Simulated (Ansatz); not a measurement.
**Ge: a single-point run**

The task is a single point on Ge that gives the gradients at the nuclei.

Method: DFT, PBE, plane-wave PAW, default files, scalar-relativistic, in Ansatz 0.2.0.

**1. Starting point**

Symmetry: P4_32_12, No. 96, tetragonal system. Conventional cell: a = 5.930 Å, b = 5.930 Å, c = 6.980 Å, α = 90.00°, β = 90.00°, γ = 90.00°. Ge (site symmetry 2) has 4 Ge at 2.44 to 2.55 Å as nearest neighbours. Ge (site symmetry 1) is surrounded by 4 Ge at 2.44 to 2.55 Å.

Structure file:

```
Ge
1.0
     5.93000    0.00000    0.00000
     0.00000    5.93000    0.00000
     0.00000    0.00000    6.98000
Ge
12
Direct
  0.07500 0.07500 0.00000
  0.42500 0.57500 0.75000
  0.92500 0.92500 0.50000
  0.57500 0.42500 0.25000
  0.16670 0.37500 0.25000
  0.12500 0.66670 0.00000
  0.83330 0.62500 0.75000
  0.87500 0.33330 0.50000
  0.66670 0.12500 0.00000
  0.62500 0.83330 0.25000
  0.33330 0.87500 0.50000
  0.37500 0.16670 0.75000
```

**2. Input and run**

input.yaml

```yaml
crystal:
  lattice:
    - [5.93, 0.0, 0.0]
    - [0.0, 5.93, 0.0]
    - [0.0, 0.0, 6.98]
  atoms:
    - { symbol: Ge, position: [0.075, 0.075, 0.0], spin: 2.0 }
    - { symbol: Ge, position: [0.425, 0.575, 0.75] }
    - { symbol: Ge, position: [0.925, 0.925, 0.5] }
    - { symbol: Ge, position: [0.575, 0.425, 0.25] }
    - { symbol: Ge, position: [0.1667, 0.375, 0.25] }
    - { symbol: Ge, position: [0.125, 0.6667, 0.0] }
    - { symbol: Ge, position: [0.8333, 0.625, 0.75] }
    - { symbol: Ge, position: [0.875, 0.3333, 0.5] }
    - { symbol: Ge, position: [0.6667, 0.125, 0.0] }
    - { symbol: Ge, position: [0.625, 0.8333, 0.25] }
    - { symbol: Ge, position: [0.3333, 0.875, 0.5] }
    - { symbol: Ge, position: [0.375, 0.1667, 0.75] }
kpoints:
  mp_grid: { grid: [8, 8, 7] }
scf:
  occupations: { method: fermi_dirac, width: 0.02 }
  max_iter: 50
hamiltonian:
  xc: pbe
  pseudopotentials: { kind: paw }
output:
  forces: true
  stress: true
  populations: true
  efg: { quadrupole_moments_barn: { Ge: -0.196 }, contact_densities: true }
```

Started as:

```
ansatz run input.yaml --threads 4 --pin off --max-ram 8192MiB --backend cpu --events-out ev --progress --plain --runs-dir out
```

The log of the run:

```text
Error: inconsistent input (magnetization.spin_polarized): false but per-atom `spin:`, `per_species`, `initial_magnetization`, `magnetic_field`, or `spin_locking` is set
```

Wall time 0.02 s (4 threads of Intel Xeon 6975P-C (Granite Rapids), shared host); peak memory 0.037 GiB.

**3. Diagnosis**

Nothing was computed: the input was turned down at the start. It says: «inconsistent input (magnetization.spin_polarized): false but per-atom `spin:`, `per_species`, `initial_magnetization`, `magnetic_field`, or `spin_locking` is set»

The atoms carry spins in the input while the run has one spin channel.

What to do: make the spin settings agree.

**4. Again, with the input mended**

Other changes include scf.max_iter, output requests.

input.yaml, as its differences from that of step 2:

```diff
@@ -6,3 +6,3 @@
   atoms:
-    - { symbol: Ge, position: [0.075, 0.075, 0.0], spin: 2.0 }
+    - { symbol: Ge, position: [0.075, 0.075, 0.0] }
     - { symbol: Ge, position: [0.425, 0.575, 0.75] }
@@ -22,3 +22,2 @@
   occupations: { method: fermi_dirac, width: 0.02 }
-  max_iter: 50
 hamiltonian:
@@ -31 +30,5 @@
   efg: { quadrupole_moments_barn: { Ge: -0.196 }, contact_densities: true }
+  write_density: true
+  write_potential: true
+  elf: true
+  volumetric_format: npy
```

Started as:

```
ansatz run input.yaml --threads 4 --pin off --max-ram 8192MiB --backend cpu --events-out ev --progress --plain --runs-dir out
```

From the output:

```text
[...]
Basis set: ecut = 420 eV, 4783 PW (Γ), exchange–correlation on 80×80×96 points (8 copies of the dense FFT grid, shifted against one another)
[...]
k-points: 60 of 448 (time reversal used)
[...]
SCF iter   1: F=—  HF=-51537.762459 eV  |F-HF|=—  |Δ(HF+E_count)|=         —  Δρ=1.80e-3  dr2=6.20e-3  ethr=1.77e-3  ⟨swp⟩=6.0  Hψ=21613  notcnv=0  defer=12
preconditioner: auto → Resta (q_TF=auto, 2.561 Å⁻¹)  ε∞=2.9  [insulator: Δε(μ)=0.545 eV  Ē_g=22.399 eV  σ=0.020 eV  W_gap=1.00  n_scr=80 (ndim 8)  ℏωp=30.7 eV  f_vac=0.000  D(μ)=0.00/eV (n_scr^D=0)  ε∞_Penn≈2.9]
SCF iter   2: F=—  HF=-51537.757763 eV  |F-HF|=—  |Δ(HF+E_count)|=   4.70e-3  Δρ=1.01e-3  dr2=2.00e-3  ethr=3.69e-6  ⟨swp⟩=2.0  Hψ=10989  notcnv=0  defer=364
[...]
SCF iter   6: F=—  HF=-51537.758243 eV  |F-HF|=—  |Δ(HF+E_count)|=   4.79e-7  Δρ=8.91e-6  dr2=1.76e-7  ethr=5.95e-11  ⟨swp⟩=11.7  Hψ=43537  notcnv=0
SCF iter   7: F=-51537.758243 eV  HF=-51537.758243 eV  |F-HF|=3.96e-9  |Δ(HF+E_count)|=   1.91e-7  Δρ=2.52e-6  dr2=7.15e-9  ethr=5.95e-11  ⟨swp⟩=7.5  Hψ=36531  notcnv=0
[...]
SCF converged after 7 iterations
Free energy (F): -51537.758243 eV
[...]
E sigma→0 (E₀):  -51537.758243 eV
[...]
Fermi energy:    9.561784 eV
[...]
  P = ⅓ Tr σ = 3.9895 GPa (39.895 kbar)
[...]
```

Wall time 27 s (4 threads of Intel Xeon 6975P-C (Granite Rapids), shared host); peak memory 1.5 GiB.

Site by site (atoms counted from 1):

| site | atoms | first shell | V_zz (10²¹ V/m²) | η | C_Q (MHz) |
| --- | --- | --- | --- | --- | --- |
| Ge1 | 1, 2, 3, 4 | 4 Ge at 2.44–2.55 Å | 3.32 | 0.44 | -15.8 (⁷³Ge) |
| Ge5 | 5, 6, 7, 8, … | 4 Ge at 2.44–2.55 Å | -5.05 | 0.77 | 23.9 (⁷³Ge) |

Conventions: |V_zz| ≥ |V_yy| ≥ |V_xx|, η = (V_xx − V_yy)/V_zz, C_Q = eQV_zz/h. Nuclear quadrupole moments: year-2017 set (Pyykkö).

**5. Results**

| quantity | value |
| --- | --- |
| first try | refused |
| cause | moments without spin polarisation |
| second try | converged, 7 SCF cycles |
| energy (zero set by the potentials) | -51537.7582 eV |
| pressure | 3.99 GPa |
| gap on the mesh | 0.54 eV |
| largest force | 0.903 eV/Å |
| largest V_zz in size | 5.05 × 10²¹ V/m² at Ge5 |

In words: With the input mended the run converges in 7 SCF cycles. The largest force in the second run is 0.903 eV/Å, so the atoms are not at their relaxed places.
